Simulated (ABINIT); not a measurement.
A run of ABINIT 10.8.3 (patched build):

Contents of run.abi:

```
ndtset 7
getwfk -1
scalecart1 3*0.9795861087
scalecart2 3*0.9864848297
scalecart3 3*0.9932883884
scalecart4 3*1.0000000000
scalecart5 3*1.0066227096
scalecart6 3*1.0131594038
scalecart7 3*1.0196128224

pp_dirpath "./"
pseudos "Te.LDA_PW-JTH.xml, Sn.LDA_PW-JTH_sp.xml"

acell 8.4205719959 8.4205719959 8.4205719959
rprim
     0.0000000000     0.7071067812     0.7071067812
     0.7071067812     0.0000000000     0.7071067812
     0.7071067812     0.7071067812     0.0000000000
ntypat 2
znucl 52 50
natom 2
typat 1 2
xred
     0.5000000000     0.5000000000     0.5000000000
     0.0000000000     0.0000000000     0.0000000000

ecut 15.0
pawecutdg 30.0

kptopt 1
ngkpt 7 7 7
nshiftk 1
shiftk 0.0 0.0 0.0

ixc 1

nband 9
occopt 3
tsmear 0.05 eV

nstep 100
tolvrs 1.0e-9

iomode 3
prtwf 1
prtden 0
prteig 0
prtebands 0
enunit 2
```

Potentials or basis: JTH PAW LDA v2.0 sp.

Command:

```sh
$ abinit run.abi > log 2>&1
```

Hardware: 1 thread of Arm Neoverse V2, with other jobs on the host.

How long does it take, and how much memory?

Run time: 29 s on 1 thread of Arm Neoverse V2, with other jobs on the host, peak memory 0.12 GiB. Counts: scf iterations 57, k points 20, bands 9, plane waves 1117.
